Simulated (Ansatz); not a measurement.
ZnSe (Stilleite):

```
Se Zn
1.0
     0.00000    2.83380    2.83380
     2.83380    0.00000    2.83380
     2.83380    2.83380    0.00000
Se Zn
1 1
Direct
  0.75000 0.75000 0.75000
  0.00000 0.00000 0.00000
```

Program: Ansatz 0.2.0. Alike in all runs: potentials or basis Ansatz PAW; cell as given.

Question: Order these runs on this cell by their band gap on the k mesh, lowest first.
A. level LDA; spin SOC, no magnetisation; k mesh 6 × 6 × 6; cutoff (eV) 420; smearing fermi-dirac 0.05 eV; points for each segment of the path 14
B. level PBE; spin off; k mesh 8 × 8 × 8; cutoff (eV) 420; smearing gaussian 0.019 eV
C. level RPBE; spin off; k mesh 8 × 8 × 8; cutoff (eV) 420; smearing fermi-dirac 0.05 eV; points for each segment of the path 14
D. level r2SCAN; spin SOC, no magnetisation; k mesh 6 × 6 × 6; cutoff (eV) 500; smearing fermi-dirac 0.05 eV; points for each segment of the path 14

Answer: A (0.90 eV), B (1.29 eV), C (1.45 eV), D (1.74 eV).
